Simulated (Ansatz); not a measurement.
The input (input.yaml):

```yaml
crystal:
  lattice:
    - [5.655765, 3.265358, 4.635454]
    - [-5.655765, 3.265358, 4.635454]
    - [0.0, -6.530715, 4.635454]
  atoms:
    - { symbol: Ba, position: [0.0, 0.0, 0.0] }
    - { symbol: Ti, position: [0.24349999, 0.24349999, 0.24350003] }
    - { symbol: O, position: [0.25459999, 0.25459999, 0.00945003] }
    - { symbol: O, position: [0.00944999, 0.2546, 0.25460002] }
    - { symbol: O, position: [0.2546, 0.00944999, 0.25460002] }
    - { symbol: Ba, position: [0.0, 0.0, 0.50000001] }
    - { symbol: Ti, position: [0.24349999, 0.24349999, 0.74350004] }
    - { symbol: O, position: [0.25459999, 0.25459999, 0.50945003] }
    - { symbol: O, position: [0.00944999, 0.2546, 0.75460002] }
    - { symbol: O, position: [0.2546, 0.00944999, 0.75460002] }
    - { symbol: Ba, position: [-2.0e-08, 0.5, 3.0e-08] }
    - { symbol: Ti, position: [0.24349998, 0.74349999, 0.24350006] }
    - { symbol: O, position: [0.25459997, 0.75459999, 0.00945005] }
    - { symbol: O, position: [0.00944998, 0.7546, 0.25460004] }
    - { symbol: O, position: [0.25459998, 0.50944999, 0.25460004] }
    - { symbol: Ba, position: [-2.0e-08, 0.5, 0.50000003] }
    - { symbol: Ti, position: [0.24349998, 0.74349999, 0.74350006] }
    - { symbol: O, position: [0.25459998, 0.75459999, 0.50945006] }
    - { symbol: O, position: [0.00944998, 0.7546, 0.75460005] }
    - { symbol: O, position: [0.25459998, 0.50944999, 0.75460005] }
    - { symbol: Ba, position: [0.5, -2.0e-08, 3.0e-08] }
    - { symbol: Ti, position: [0.74349999, 0.24349998, 0.24350006] }
    - { symbol: O, position: [0.75459999, 0.25459997, 0.00945005] }
    - { symbol: O, position: [0.50944999, 0.25459998, 0.25460004] }
    - { symbol: O, position: [0.7546, 0.00944998, 0.25460004] }
    - { symbol: Ba, position: [0.5, -2.0e-08, 0.50000003] }
    - { symbol: Ti, position: [0.74349999, 0.24349998, 0.74350006] }
    - { symbol: O, position: [0.75459999, 0.25459998, 0.50945006] }
    - { symbol: O, position: [0.50944999, 0.25459998, 0.75460005] }
    - { symbol: O, position: [0.7546, 0.00944998, 0.75460005] }
    - { symbol: Ba, position: [0.49999998, 0.49999998, 5.0e-08] }
    - { symbol: Ti, position: [0.74349997, 0.74349997, 0.24350008] }
    - { symbol: O, position: [0.75459997, 0.75459997, 0.00945008] }
    - { symbol: O, position: [0.50944997, 0.75459998, 0.25460007] }
    - { symbol: O, position: [0.75459998, 0.50944997, 0.25460007] }
    - { symbol: Ba, position: [0.49999998, 0.49999998, 0.50000006] }
    - { symbol: Ti, position: [0.74349997, 0.74349997, 0.74350009] }
    - { symbol: O, position: [0.75459997, 0.75459997, 0.50945009] }
    - { symbol: O, position: [0.50944998, 0.75459998, 0.75460008] }
    - { symbol: O, position: [0.75459998, 0.50944998, 0.75460008] }
    - { symbol: Ti, position: [0.38566863, 0.37815147, 0.37197219] }
basis:
  ecutwfc: 420.0
kpoints:
  mp_grid: { grid: [2, 2, 2] }
hamiltonian:
  xc: pbesol
  pseudopotentials: { kind: paw, azcp: { folder: soft_1 } }
scf:
  occupations: { method: gaussian, width: 0.02 }
  lower_state_search: "off"
relax:
  f_tol: 0.03
  max_steps: 60
  adjacent_minimum: "off"
```

Command:

```bash
$ ansatz run input.yaml --threads 4 --pin off --max-ram 10240MiB --backend cpu --events-out ev --progress --plain --runs-dir out
```

Hardware: 4 threads of Arm Neoverse V2, with other jobs on the host.

Problem. Roughly how long does this run take, and how much memory?

Solution. 3.6 min, with a peak of 2.7 GiB, for 15 ionic steps.
